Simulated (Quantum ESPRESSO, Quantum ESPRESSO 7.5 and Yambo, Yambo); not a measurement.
## Beyond one shot: MoS2 (2H monolayer)

Wanted: G0W0 and self-consistent gaps of MoS2 (2H monolayer), with the cost of the cycles.

Method: PBE and many-body steps on it, plane waves, in Quantum ESPRESSO 7.5 and Yambo 5.3.0.

**The experiments to reproduce.**

- Gap 2.18 ± 0.005 eV: quasiparticle gap at K, A series, from Rydberg series fit; photocurrent spectroscopy with Keldysh exciton fit; 5 K; monolayer (hBN-encapsulated monolayer phototransistor) (“Excitons, trions and Rydberg states in monolayer MoS2 revealed by low temperature photocurrent spectroscopy”, 2020, arxiv:2004.02526).

- Gap 1.9402 eV: optical (excitonic) gap: neutral A exciton PL emission energy at K, not the quasiparticle gap; photoluminescence, Lorentzian fit; 5 K; monolayer (exfoliated monolayer encapsulated in hBN on Si) (“Raman scattering excitation in monolayers of semiconducting transition metal dichalcogenides”, 2023, arxiv:2308.08320).

- Gap 2.7 ± 0.01 eV: quasiparticle gap at K, electron density 1.8e12 cm-2; photoluminescence excitation spectroscopy; 80 K; monolayer on SiO2/Si (“Optically discriminating carrier-induced quasiparticle band gap and exciton energy renormalization in monolayer MoS2”, 2017, arxiv:1712.00820).

- Gap 2.4 eV: quasiparticle gap of monolayer from STS; scanning tunnelling spectroscopy; monolayer (CVD-grown on highly oriented pyrolytic graphite, n-type, UHV) on HOPG (“Nanoscale redox mapping at the MoS2-liquid interface”, 2021, pmc:7910562).

- Gap 1.85 eV: optical gap: neutral A exciton PL peak position (not the exciton binding energy); photoluminescence, Lorentzian decomposition; monolayer (as-prepared CVD monolayer on SiO2/Si) on SiO2/Si (“Control of Radiative Exciton Recombination by Charge Transfer Induced Surface Dipoles in MoS2 and WS2 Monolayers”, 2016, pmc:4823649).

This is a selection; 32 further reports are not listed.

Report form: the programs' logs are mostly left out.

**1. The starting structure**

The cell holds 3 atoms: 1 Mo and 2 S. Cell: a = 3.185 Å, b = 3.185 Å, c = 16.000 Å, α = 90.0°, β = 90.0°, γ = 120.0°. It derives from  ([{'formula': 'MoS2', 'spacegroup': 194, 'source': 'prototype of the bulk crystal'}]). Vacuum lies along c.

The structure was relaxed with PBE. The runs that relaxed it are not among those shown.

**2. Empty states on the mesh, 6×6×1 mesh, 65 bands**

This step: Quantum ESPRESSO 7.5; DFT, PBE, plane waves, norm-conserving pseudopotentials.

The sums over transitions need many empty states on a uniform mesh; this step solves for them.

pw.in reads:

```
&control
  calculation = 'nscf'
  prefix = 'x'
  outdir = 'o'
  pseudo_dir = 'pseudo'
/
&system
  ibrav = 0
  nat = 3
  ntyp = 2
  ecutwfc = 72.0
  nbnd = 65
  force_symmorphic = .true.
/
&electrons
  conv_thr = 1e-9
  electron_maxstep = 80
  diago_full_acc = .true.
  diago_thr_init = 5e-6
/
ATOMIC_SPECIES
  Mo 95.95 Mo.upf
  S 32.06 S.upf
CELL_PARAMETERS angstrom
  3.1851871491 0.0000000002 0.0000000000
  -1.5925935747 2.7584529868 0.0000000000
  0.0000000000 0.0000000000 16.0000000000
ATOMIC_POSITIONS crystal
  Mo 0.3333333333 0.6666666667 0.5000000000
  S 0.6666666667 0.3333333333 0.5976878827
  S 0.6666666667 0.3333333333 0.4023121173
K_POINTS automatic
  6 6 1 0 0 0
```

Command:

```
$ OMP_NUM_THREADS=1 mpirun -n 8 pw.x -nk 4 -in pw.in > pw.out
```

Wall time 6.8 s (8 MPI ranks of Arm Neoverse V2, shared host); peak memory 0.64 GiB; 54 s of CPU time.

Numbers from this step:

```
gap                                                           : 1.657 eV
k of the valence top                                          : 0, 0, 0
k of the conduction bottom                                    : 0.3333, 0.3333, 0
least direct gap                                              : 1.676 eV
k points computed                                             : 7
lowest point of the top converged band, above the valence top : 27.62 eV
```

On this mesh the gap is 1.657 eV.

The density comes from a self-consistent run that is not shown.

**3. Conversion and set-up**

This step: Yambo 5.3.0; conversion and set-up on PBE, plane waves, norm-conserving pseudopotentials.

The states are converted to the many-body program's format and the q mesh is built.

Command:

```
$ (cd o/x.save; p2y > p2y.log; mv SAVE ../..); yambo > setup.log
```

Elapsed: 2.3 s, on 1 MPI rank; peak memory 0.25 GiB.

**4. G0W0**

G0W0 replaces the xc potential by the self-energy, built once from these orbitals. Only a window of levels is corrected, while the sums run over the empty bands that the input names.

This step: G0W0 on PBE, plane waves, norm-conserving pseudopotentials.

gw1.in reads:

```
HF_and_locXC
gw0
dyson
ppa
em1d
rim_cut
rim_w
RandQpts= 3000000
RandGvec= 100 RL
CUTGeo= "slab z"
RandGvecW= 9 RL
EXXRLvcs= 72 Ry
VXCRLvcs= 288 Ry
Chimod= "HARTREE"
% BndsRnXp
 1 | 65 |
%
NGsBlkXp= 7 Ry
% LongDrXp
 1 | 1 | 0 |
%
% GbndRnge
 1 | 65 |
%
DysSolver= "n"
ExtendOut
PPAPntXp= 27.21138 eV
% QPkrange
 1 | 1 | 12 | 15 |
 7 | 7 | 12 | 15 |
%
```

Command:

```
$ OMP_NUM_THREADS=2 mpirun -n 4 yambo -F gw1.in -J gw1 -C gw1 > gw1.log
```

Wall time 54 s (4 MPI ranks); peak memory 2.2 GiB; 5.6 min of CPU time.

Numbers from this step:

| Item | Value |
| --- | --- |
| G0W0 gap on the points computed | 2.589 eV |
| starting gap on the mesh | 1.657 eV |
| k of the valence top | 0.3333, 0.3333, 0 |
| k of the conduction bottom | 0.3333, 0.3333, 0 |
| least direct G0W0 gap on the computed points | 2.589 eV |
| Z at the valence top | 0.7384 |
| Z at the conduction bottom | 0.7343 |

The gap on the mesh goes from 1.66 eV to 2.59 eV, a correction of +0.93 eV.

**5. evGW0, cycle 1**

This step: evGW0 on PBE, plane waves, norm-conserving pseudopotentials.

gw3.in, as its differences from gw1.in of step 4:

```diff
@@ -28,4 +28,4 @@
 % QPkrange
- 1 | 1 | 12 | 15 |
- 7 | 7 | 12 | 15 |
+ 1 | 7 | 5 | 18 |
 %
+GfnQPdb= "E < ./gw2/ndb.QP"
```

Command:

```
$ OMP_NUM_THREADS=2 mpirun -n 4 yambo -F gw3.in -J gw3,gw1_W -C gw3 > gw3.log
```

The job ended after 2.4 min (4 MPI ranks; peak memory 2.3 GiB).

Numbers from this step:

- quasiparticle gap on the mesh: 2.734 eV
- gap of the density functional on the mesh: 1.657 eV
- k of the valence top: 0.3333, 0.3333, 0
- k of the conduction bottom: 0.3333, 0.3333, 0
- least direct quasiparticle gap on the computed points: 2.734 eV
- Z at the valence top: 0.7416
- Z at the conduction bottom: 0.7572

Against G0W0 in Yambo (6×6×1 mesh, 65 bands, screening to 95.2 eV, Godby-Needs plasmon pole), the gap moves by +0.145 eV.

The program's own table gives 2.932 eV, which is too large where the input levels are shifted: this version takes Σc at the unshifted level E₀, yet steps from the shifted one. The value above is the Newton step from E₀, E₀ + Z(Σc + Σx − Vxc), rebuilt from the printed columns.

**6. evGW0, cycle 2**

The corrected levels of the last cycle go back in.

gw4.in, as its differences from gw3.in of step 5:

```diff
@@ -30,2 +30,2 @@
 %
-GfnQPdb= "E < ./gw2/ndb.QP"
+GfnQPdb= "E < ./gw3_fix/ndb.QP"
```

Command:

```
$ OMP_NUM_THREADS=2 mpirun -n 4 yambo -F gw4.in -J gw4,gw1_W -C gw4 > gw4.log
```

The job ended after 2.4 min (4 MPI ranks; peak memory 2.3 GiB).

This step gave:

- quasiparticle gap on the mesh: 2.755 eV
- gap of the density functional on the mesh: 1.657 eV
- k of the valence top: 0.3333, 0.3333, 0
- k of the conduction bottom: 0.3333, 0.3333, 0
- least direct quasiparticle gap on the computed points: 2.755 eV

Against the cycle before, the gap moves by +0.021 eV.

The program's own table gives 2.972 eV, which is too large where the input levels are shifted: this version takes Σc at the unshifted level E₀, yet steps from the shifted one. The value above is the Newton step from E₀, E₀ + Z(Σc + Σx − Vxc), rebuilt from the printed columns.

**7. evGW0, cycle 3**

gw5.in, as its differences from gw4.in of step 6:

```diff
@@ -30,2 +30,2 @@
 %
-GfnQPdb= "E < ./gw3_fix/ndb.QP"
+GfnQPdb= "E < ./gw4_fix/ndb.QP"
```

Command:

```
$ OMP_NUM_THREADS=2 mpirun -n 4 yambo -F gw5.in -J gw5,gw1_W -C gw5 > gw5.log
```

Wall time 2.4 min (4 MPI ranks); peak memory 2.3 GiB.

This step gave:

* quasiparticle gap on the mesh: 2.758 eV
* gap of the density functional on the mesh: 1.657 eV
* k of the valence top: 0.3333, 0.3333, 0
* k of the conduction bottom: 0.3333, 0.3333, 0
* least direct quasiparticle gap on the computed points: 2.758 eV

Against the cycle before, the gap moves by +0.003 eV.

The program's own table gives 2.978 eV, which is too large where the input levels are shifted: this version takes Σc at the unshifted level E₀, yet steps from the shifted one. The value above is the Newton step from E₀, E₀ + Z(Σc + Σx − Vxc), rebuilt from the printed columns.

**8. evGW, cycle 1**

This step: evGW on PBE, plane waves, norm-conserving pseudopotentials.

gw6.in, as its differences from gw5.in of step 7:

```diff
@@ -30,2 +30,3 @@
 %
-GfnQPdb= "E < ./gw4_fix/ndb.QP"
+GfnQPdb= "E < ./gw2/ndb.QP"
+XfnQPdb= "E < ./gw2/ndb.QP"
```

Command:

```
$ OMP_NUM_THREADS=2 mpirun -n 4 yambo -F gw6.in -J gw6 -C gw6 > gw6.log
```

Wall time 3.1 min (4 MPI ranks); peak memory 2.5 GiB; 22 min of CPU time.

This step gave:

| Item | Value |
| --- | --- |
| quasiparticle gap on the mesh | 2.854 eV |
| gap of the density functional on the mesh | 1.657 eV |
| k of the valence top | 0.3333, 0.3333, 0 |
| k of the conduction bottom | 0.3333, 0.3333, 0 |
| least direct quasiparticle gap on the computed points | 2.854 eV |

Against G0W0 in Yambo (6×6×1 mesh, 65 bands, screening to 95.2 eV, Godby-Needs plasmon pole), the gap moves by +0.266 eV.

The program's own table gives 3.046 eV, which is too large where the input levels are shifted: this version takes Σc at the unshifted level E₀, yet steps from the shifted one. The value above is the Newton step from E₀, E₀ + Z(Σc + Σx − Vxc), rebuilt from the printed columns.

**9. evGW, cycle 2**

gw7.in, as its differences from gw6.in of step 8:

```diff
@@ -30,3 +30,3 @@
 %
-GfnQPdb= "E < ./gw2/ndb.QP"
-XfnQPdb= "E < ./gw2/ndb.QP"
+GfnQPdb= "E < ./gw6_fix/ndb.QP"
+XfnQPdb= "E < ./gw6_fix/ndb.QP"
```

Command:

```
$ OMP_NUM_THREADS=2 mpirun -n 4 yambo -F gw7.in -J gw7 -C gw7 > gw7.log
```

Run time: 3.1 min. Hardware: 4 MPI ranks; peak memory 2.3 GiB; 22 min of CPU time.

This step gave:

```
quasiparticle gap on the mesh                         : 2.925 eV
gap of the density functional on the mesh             : 1.657 eV
k of the valence top                                  : 0.3333, 0.3333, 0
k of the conduction bottom                            : 0.3333, 0.3333, 0
least direct quasiparticle gap on the computed points : 2.925 eV
```

Against the cycle before, the gap moves by +0.070 eV.

The program's own table gives 3.158 eV, which is too large where the input levels are shifted: this version takes Σc at the unshifted level E₀, yet steps from the shifted one. The value above is the Newton step from E₀, E₀ + Z(Σc + Σx − Vxc), rebuilt from the printed columns.

**10. evGW, cycle 3**

gw8.in, as its differences from gw7.in of step 9:

```diff
@@ -30,3 +30,3 @@
 %
-GfnQPdb= "E < ./gw6_fix/ndb.QP"
-XfnQPdb= "E < ./gw6_fix/ndb.QP"
+GfnQPdb= "E < ./gw7_fix/ndb.QP"
+XfnQPdb= "E < ./gw7_fix/ndb.QP"
```

Command:

```
$ OMP_NUM_THREADS=2 mpirun -n 4 yambo -F gw8.in -J gw8 -C gw8 > gw8.log
```

Elapsed: 3.1 min, on 4 MPI ranks; peak memory 2.3 GiB.

Numbers from this step:

```yaml
quasiparticle_gap_on_the_mesh: 2.944 eV
gap_of_the_density_functional_on_the_mesh: 1.657 eV
k_of_the_valence_top: 0.3333, 0.3333, 0
k_of_the_conduction_bottom: 0.3333, 0.3333, 0
least_direct_quasiparticle_gap_on_the_computed_points: 2.944 eV
```

Against the cycle before, the gap moves by +0.020 eV.

The program's own table gives 3.190 eV, which is too large where the input levels are shifted: this version takes Σc at the unshifted level E₀, yet steps from the shifted one. The value above is the Newton step from E₀, E₀ + Z(Σc + Σx − Vxc), rebuilt from the printed columns.

**11. evGW, cycle 4**

gw9.in, as its differences from gw8.in of step 10:

```diff
@@ -30,3 +30,3 @@
 %
-GfnQPdb= "E < ./gw7_fix/ndb.QP"
-XfnQPdb= "E < ./gw7_fix/ndb.QP"
+GfnQPdb= "E < ./gw8_fix/ndb.QP"
+XfnQPdb= "E < ./gw8_fix/ndb.QP"
```

Command:

```
$ OMP_NUM_THREADS=2 mpirun -n 4 yambo -F gw9.in -J gw9 -C gw9 > gw9.log
```

It took 3.1 min on 4 MPI ranks; peak memory 2.3 GiB.

Numbers from this step:

```
quasiparticle gap on the mesh                         : 2.950 eV
gap of the density functional on the mesh             : 1.657 eV
k of the valence top                                  : 0.3333, 0.3333, 0
k of the conduction bottom                            : 0.3333, 0.3333, 0
least direct quasiparticle gap on the computed points : 2.950 eV
```

Against the cycle before, the gap moves by +0.006 eV.

The program's own table gives 3.200 eV, which is too large where the input levels are shifted: this version takes Σc at the unshifted level E₀, yet steps from the shifted one. The value above is the Newton step from E₀, E₀ + Z(Σc + Σx − Vxc), rebuilt from the printed columns.

**12. Side by side**

Times are wall times on 4 MPI ranks of Arm Neoverse V2, shared host, good to a factor of about two.

```csv
run,mesh,bands,screening cutoff (eV),DFT gap (eV),gap on the mesh (eV),direct (eV),time
G0W0,6×6×1,65,95.2,1.657,2.589,2.589,54 s
"evGW0, cycle 1",6×6×1,65,95.2,1.657,2.734,2.734,2.4 min
"evGW0, cycle 2",6×6×1,65,95.2,1.657,2.755,2.755,2.4 min
"evGW0, cycle 3",6×6×1,65,95.2,1.657,2.758,2.758,2.4 min
"evGW, cycle 1",6×6×1,65,95.2,1.657,2.854,2.854,3.1 min
"evGW, cycle 2",6×6×1,65,95.2,1.657,2.925,2.925,3.1 min
"evGW, cycle 3",6×6×1,65,95.2,1.657,2.944,2.944,3.1 min
"evGW, cycle 4",6×6×1,65,95.2,1.657,2.950,2.950,3.1 min
```

**13. Outcome**

| Property | Result |
| --- | --- |
| G0W0 | 2.589 eV |
| evGW0, cycle 1 | 2.734 eV |
| evGW0, cycle 2 | 2.755 eV |
| evGW0, cycle 3 | 2.758 eV |
| evGW, cycle 1 | 2.854 eV |
| evGW, cycle 2 | 2.925 eV |
| evGW, cycle 3 | 2.944 eV |
| evGW, cycle 4 | 2.950 eV |
| known limits | not at the basis limit; no spin-orbit coupling |

**Reading.** evGW0 ends at 2.76 eV, +0.17 eV from G0W0, after 3 cycles that took 7.1 min beside the first screening; the last moved the gap by 0.003 eV. evGW ends at 2.95 eV, +0.36 eV from G0W0, after 4 cycles that took 12 min beside the first screening; the last moved the gap by 0.006 eV. Against experiment, by evGW, cycle 4: the gap of 2.95 eV lies +0.77 eV from the measured 2.18 ± 0.005 eV (electronic, 5 K, hBN-encapsulated, 2020); the direct gap of 2.95 eV lies +1.01 eV from the measured 1.9402 eV (exciton, 5 K, encapsulated, 2023); the gap of 2.95 eV lies +0.25 eV from the measured 2.7 ± 0.01 eV (electronic, 80 K, on SiO2/Si, 2017); the gap of 2.95 eV lies +0.55 eV from the measured 2.4 eV (electronic, on HOPG, 2021); the direct gap of 2.95 eV lies +1.10 eV from the measured 1.85 eV (exciton, on SiO2/Si, 2016). An exciton line or allowed optical edge lies below the quasiparticle gap by the binding energy; a forbidden edge can push the onset above it. The computed sheet is free-standing; a substrate or cover screens it further and lowers both gap and binding, while the exciton line moves little. These are gaps on the mesh, at modest bands and cutoff. The calculation has static nuclei and no excitons; a measured gap holds zero-point and thermal motion, which mostly lowers it. Bands and cutoff are finite, so the gap is not at the basis limit. The miss can reach some tenths of an eV and take either sign; the mesh is an error of its own. The many-body steps are scalar-relativistic: spin-orbit coupling is not in them.

[Paths, hosts, dates, memory and timing lines, banners, echoed tables and standing remarks are left out of the program output.]

[Logs are printed without paths, hosts, clocks, repeated set-up lines and the standing remarks that a program may print on its own settings, such as how far it seeks lower states.]

[Runs of the session that timed out or met a known fault of the program may be left out.]

[Hosts, paths, dates, database ids (printed as entryN), source tags and the programs' standing remarks are cut or masked in the printed files.]
